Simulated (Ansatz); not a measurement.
# As monolayer under biaxial strain in the plane of the sheet, part 2 of 2

Wanted: the shifts of the zone-centre modes of As monolayer with strain.

Ansatz 0.2.0; DFT PBE, scalar-relativistic, plane waves, PAW; PAW set soft_1.

So far, highest optical mode at the zone centre (no LO-TO term) (cm⁻¹): step 4 (modes at rest) 303.

## (5) Relaxation of a member: biaxial strain of +5 % in the plane of the sheet

The cell takes a biaxial strain of +5 % in the plane of the sheet. The cell is held, and the atoms relax in it.

Input file input.yaml:

```yaml
crystal:
  lattice:
    - [3.7865506769, 0.0, 0.0]
    - [-1.8932753385, 3.279249079, 0.0]
    - [0.0, 0.0, 26.58]
  atoms:
    - { symbol: As, position: [0.3333333333, 0.6666666667, 0.4016891463] }
    - { symbol: As, position: [0.6666666667, 0.3333333333, 0.3507563014] }
  periodic: [true, true, false]
kpoints:
  mp_grid: { grid: [9, 9, 1] }
hamiltonian:
  xc: pbe
  pseudopotentials: { kind: paw, azcp: { folder: soft_1 } }
scf:
  occupations: { method: fixed }
output:
  forces: true
  stress: true
  eigenvalues: true
relax:
  adjacent_minimum: "off"
  f_tol: 0.001
  max_steps: 60
```

Command:

```console
> ansatz run input.yaml --threads 4 --pin off --max-ram 16384MiB --backend cpu --events-out ev --progress --plain --runs-dir out
```

Numbers of over 12 decimals in the logs are rounded to 6 here.

The program printed:

```text
[...]
--- Relaxed structure (6 steps of the walk, 4 accepted, 0 SCFs on fresh bases) ---
  F+E_penalty+E_count = -9712.18336279 eV   max|allowed force component| = 9.429e-6 eV/Å
  cell:  # Å, volume = 330.0450 Å³
    - [3.786551, 2.886753340489477e-11, 0.0]
    - [-1.893275, 3.279249, 0.0]
    - [0.0, 0.0, 26.58]
  atoms:
    - { symbol: As, position: [0.333333, 0.666667, 0.401523] }
    - { symbol: As, position: [0.666667, 0.333333, 0.350922] }
[key lines of the parts left out:]
SCF converged after 2 iterations
Free energy (F): -9712.183363 eV
Fermi energy:    -5.507932 eV
P = ½ c Tr σ = -2.4701 N/m
```

Wall time 4.8 s (4 threads of Intel Xeon Platinum 8488C (Sapphire Rapids), shared host); peak memory 0.63 GiB.

Step by step:

```csv
step,energy less that of the first step (eV),largest force component (eV/Å)
1,0.0000,0.0978
2,0.0005,0.1481
3,-0.0004,0.0010
4,-0.0004,0.0011
5,-0.0004,0.0012
6,-0.0004,0.0000
```

Relaxation steps 2, 5 were tried and not accepted.

The run keeps the 12 symmetry operations that it works with, so distortions that break them were not tested.

Numbers from this step:

- gap on the k-mesh: 1.185 eV
- area per atom: 6.209 Å²

The largest force component left is 0.0094 meV/Å.

## (6) Modes of this member: biaxial strain of +5 % in the plane of the sheet

The zone-centre modes follow for biaxial strain of +5 % in the plane of the sheet.

input.yaml, the sections that differ from step 5:

```yaml
crystal:
  lattice:
    - [3.786550677, 0.0, 0.0]
    - [-1.8932753385, 3.2792490789, 0.0]
    - [0.0, 0.0, 26.58]
  atoms:
    - { symbol: As, position: [0.3333333333, 0.6666666667, 0.4015231746] }
    - { symbol: As, position: [0.6666666667, 0.3333333333, 0.3509222731] }
  periodic: [true, true, false]
output:
  eigenvalues: true
phonons:
  method: dfpt
# kpoints, hamiltonian, scf: as in step 5
# relax: removed
```

The program printed:

```text
[...]
Crystal: 2 atoms, lattice volume = 330.045 Å³
Basis set: ecut = 420 eV, 6473 PW (Γ), exchange–correlation on 54×54×360 points (8 copies of the dense FFT grid, shifted against one another)
Bands: 19, of which v1, the nominal top of the filled ones, is band 15 counted from 1 (14 counted from 0)
Symmetry: 12 space group operations
k-points: 25 of 81 (irreducible under 2 space group operations, time reversal used)
[...]
SCF iter   9: F=-9712.183363 eV  HF=-9712.183363 eV  |F-HF|=0.00e0  |Δ(HF+E_count)|=  2.35e-10  Δρ=5.04e-8  dr2=2.19e-11  ethr=1.00e-12  ⟨swp⟩=18.6  Hψ=4096  notcnv=0
SCF 1 converged in 9 iterations: F = -9712.183363 eV  dr2 = 2.19e-11
[...]
SCF converged after 9 iterations
Free energy (F): -9712.183363 eV
[...]
Internal energy: -9712.183363 eV  (E = F + TS)
E sigma→0 (E₀):  -9712.183363 eV
Fermi energy:    -5.507928 eV
[...]
--- Band table (eV; the first three rows and the last of 25) ---
  k-point 0: bands = [... 11 lower, -12.3809, -5.8588, -5.8588, -5.5460, -4.3229, -2.3727, -2.3727, -0.4737]
  k-point 1: bands = [... 11 lower, -12.4306, -6.9737, -6.1363, -5.5162, -3.4836, -2.4622, -2.0623, -0.2967]
  k-point 2: bands = [... 11 lower, -12.7093, -8.1731, -6.6769, -5.5797, -3.7533, -1.6404, -1.5356, 0.1450]
  k-point 24: bands = [... 11 lower, -13.7824, -8.5451, -8.2159, -6.0943, -2.4004, -2.2548, -1.2457, 1.2571]
[...]
ASR residual: 1.830e-5 → 0.000e0 eV/Å²; symmetrization residual: 2.568e-5 eV/Å²
[...]
ASR residual per site (eV/Å²): 1.61e-5 1.83e-5
  Γ frequencies (cm⁻¹): 0.00 0.00 0.00 216.48 216.48 284.19
[...]
```

Wall time 16 s (4 threads); peak memory 1 GiB.

This step gave:

```yaml
sum_rule_residual_before_enforcement: 1.83e-5 eV/Å²
highest_optical_mode_at_the_zone_centre_no_lo_to_term: 284.2 cm⁻¹
lowest_optical_zone_centre_mode: 216.5 cm⁻¹
```

Patterns of degenerate modes are one choice out of their space. Modes at Γ:

```csv
mode,frequency (cm⁻¹),symmetry
1,0.0,acoustic
2,0.0,acoustic
3,0.0,acoustic
4,216.5,Eg
5,216.5,Eg
6,284.2,A1g
```

The lowest optical mode is real, 216 cm⁻¹, and the highest lies at 284.2 cm⁻¹.

For the highest optical mode at the zone centre (no LO-TO term), step 4 gave 303 cm⁻¹; this run, with strain 5 %, gives 284 cm⁻¹ (-6 %).

## (7) Relaxation of a member: biaxial strain of -3 % in the plane of the sheet

The cell takes a biaxial strain of -3 % in the plane of the sheet. The cell is held, and the atoms relax in it.

input.yaml, the sections that differ from step 6:

```yaml
crystal:
  lattice:
    - [3.4980515778, 0.0, 0.0]
    - [-1.7490257889, 3.0294015301, 0.0]
    - [0.0, 0.0, 26.58]
  atoms:
    - { symbol: As, position: [0.3333333333, 0.6666666667, 0.4027534316] }
    - { symbol: As, position: [0.6666666667, 0.3333333333, 0.3496920161] }
  periodic: [true, true, false]
output:
  forces: true
  stress: true
  eigenvalues: true
relax:
  adjacent_minimum: "off"
  f_tol: 0.001
  max_steps: 60
# kpoints, hamiltonian, scf: as in step 6
# phonons: removed
```

The program printed:

```text
[...]
Crystal: 2 atoms, lattice volume = 281.668 Å³
Basis set: ecut = 420 eV, 5459 PW (Γ), exchange–correlation on 48×48×360 points (8 copies of the dense FFT grid, shifted against one another)
Bands: 19, of which v1, the nominal top of the filled ones, is band 15 counted from 1 (14 counted from 0)
Symmetry: 12 space group operations
[...]
° read free of the cell's end (the report's vacuum.weakly_bound_levels)
--- Relaxed structure (4 steps of the walk, 4 accepted, 0 SCFs on fresh bases) ---
  F+E_penalty+E_count = -9712.23808207 eV   max|allowed force component| = 9.723e-4 eV/Å
  cell:  # Å, volume = 281.6683 Å³
    - [3.498052, 0.0, 0.0]
    - [-1.749026, 3.029402, 0.0]
    - [0.0, 0.0, 26.58]
  atoms:
    - { symbol: As, position: [0.333333, 0.666667, 0.402942] }
    - { symbol: As, position: [0.666667, 0.333333, 0.349503] }
[key lines of the parts left out:]
SCF converged after 3 iterations
Free energy (F): -9712.238082 eV
Fermi energy:    -4.960288 eV
P = ½ c Tr σ = 2.1190 N/m
```

The job ended after 3 s (4 threads; peak memory 0.56 GiB; 11 s of CPU time).

Relaxation path:

```csv
step,energy less that of the first step (eV),largest force component (eV/Å)
1,0.0000,0.1385
2,-0.0004,0.0915
3,-0.0007,0.0011
4,-0.0007,0.0010
```

Forces are held to the 12 operations that the run works with; a distortion that breaks them can't arise in this run.

The relaxed structure:

```cif
data_structure
_symmetry_space_group_name_H-M 'P 1'
_symmetry_Int_Tables_number 1
_cell_length_a 3.4981
_cell_length_b 3.4981
_cell_length_c 26.5800
_cell_angle_alpha 90.000
_cell_angle_beta 90.000
_cell_angle_gamma 120.000
_cell_volume 281.67
loop_
_atom_site_label
_atom_site_type_symbol
_atom_site_fract_x
_atom_site_fract_y
_atom_site_fract_z
_atom_site_occupancy
As1 As 0.33333 0.66667 0.40294 1
As2 As 0.66667 0.33333 0.34950 1
```

This step gave:

| Property | Result |
| --- | --- |
| gap on the k-mesh | 1.296 eV |
| area per atom | 5.299 Å² |

The largest force component left is 0.97 meV/Å.

## (8) Zone-centre modes of the member: biaxial strain of -3 % in the plane of the sheet

The zone-centre modes follow for biaxial strain of -3 % in the plane of the sheet.

input.yaml, the sections that differ from step 7:

```yaml
crystal:
  lattice:
    - [3.4980515778, 0.0, 0.0]
    - [-1.7490257889, 3.0294015301, 0.0]
    - [0.0, 0.0, 26.58]
  atoms:
    - { symbol: As, position: [0.3333333333, 0.6666666667, 0.4029423737] }
    - { symbol: As, position: [0.6666666667, 0.3333333333, 0.349503074] }
  periodic: [true, true, false]
output:
  eigenvalues: true
phonons:
  method: dfpt
# kpoints, hamiltonian, scf: as in step 7
# relax: removed
```

The program printed:

```text
[...]
Crystal: 2 atoms, lattice volume = 281.668 Å³
Basis set: ecut = 420 eV, 5459 PW (Γ), exchange–correlation on 48×48×360 points (8 copies of the dense FFT grid, shifted against one another)
Bands: 19, of which v1, the nominal top of the filled ones, is band 15 counted from 1 (14 counted from 0)
Symmetry: 12 space group operations
[...]
k-point 24: bands = [... 11 lower, -13.4786, -8.6974, -8.6671, -6.1362, -2.3559, -2.1751, -0.0782, 1.7179]
  ° read free of the cell's end (the report's vacuum.weakly_bound_levels)
[...]
ASR residual: 2.774e-4 → 0.000e0 eV/Å²; symmetrization residual: 1.063e-5 eV/Å²
[...]
ASR residual per site (eV/Å²): 2.74e-4 2.77e-4
  Γ frequencies (cm⁻¹): 0.00 0.00 0.00 245.20 245.20 314.38
[...]
[key lines of the parts left out:]
SCF converged after 8 iterations
Free energy (F): -9712.238082 eV
Fermi energy:    -4.960291 eV
```

Run time: 11 s. Hardware: 4 threads; peak memory 0.93 GiB.

This step gave:

- sum-rule residual before enforcement: 2.77e-4 eV/Å²
- highest optical mode at the zone centre (no LO-TO term): 314.4 cm⁻¹
- lowest optical zone-centre mode: 245.2 cm⁻¹

Patterns of degenerate modes are one choice out of their space. Modes at Γ:

```csv
mode,frequency (cm⁻¹),symmetry
1,0.0,acoustic
2,0.0,acoustic
3,0.0,acoustic
4,245.2,Eg
5,245.2,Eg
6,314.4,A1g
```

The lowest optical mode is real, 245 cm⁻¹, and the highest lies at 314.4 cm⁻¹.

For the highest optical mode at the zone centre (no LO-TO term), step 4 gave 303 cm⁻¹; this run, with strain -3 %, gives 314 cm⁻¹ (+4 %).

## (9) All members side by side

The members are set side by side, also those not shown above.

Energies are extrapolated to zero smearing, and E0 is that at rest; the cell is clamped and the atoms are relaxed. State of the crystal along the series:

```csv
strain (%),E - E0 (meV/atom),gap on mesh (eV)
-3,20.9,1.296
-2,9.062,1.42
-1,2.209,1.533
0,0,1.635
1,2.114,1.727
2,8.261,1.779
3,18.17,1.597
4,31.58,1.384
5,48.26,1.185
```

Optical modes are counted from below at rest and tracked from member to member by their patterns, and modes that stay within 0.3 cm⁻¹ of each other stand once; labels, where given, are those at rest; the cell is clamped and the atoms are relaxed. Optical modes along the series:

```csv
strain (%),optical mode 1 Eg (cm⁻¹),optical mode 2 A1g (cm⁻¹)
-3,245.2,314.4
-2,242.2,310.4
-1,239,306.5
0,235.7,302.7
1,232.1,298.9
2,228.5,295.1
3,224.6,291.4
4,220.6,287.8
5,216.5,284.2
```

Value and slope at zero strain of a cubic (a lower polynomial where under five rows exist) through the rows within 2 % of rest. Slopes at rest:

```csv
mode,frequency (cm⁻¹),shift per percent of strain (cm⁻¹)
optical mode 1 Eg,235.7,-3.44
optical mode 2 A1g,302.7,-3.82
```

## (10) What came out

```
members                                                          : 9
highest optical mode at the zone centre (no LO-TO term), at rest : 302.7 cm⁻¹
optical mode 1 Eg, shift per percent                             : -3.44 cm⁻¹
optical mode 2 A1g, shift per percent                            : -3.82 cm⁻¹
```

What this shows: The fastest shift in the table of slopes is -3.8 cm⁻¹ for each percent (optical mode 2 A1g). These are harmonic frequencies at zero temperature: anharmonic shifts, linewidths and thermal expansion are left out. The starting cell was built on a prototype and not taken from a measurement. Only the zone centre was solved, so an instability at another wavevector cannot show here. In a sheet the LO-TO splitting vanishes at the zone centre, so no such term is missing here.

[Logs are printed without paths, hosts, clocks, repeated set-up lines and the standing remarks that a program may print on its own settings, such as how far it seeks lower states.]

[Hosts, paths, dates, database ids (printed as entryN), source tags and the programs' standing remarks are cut or masked in the printed files.]
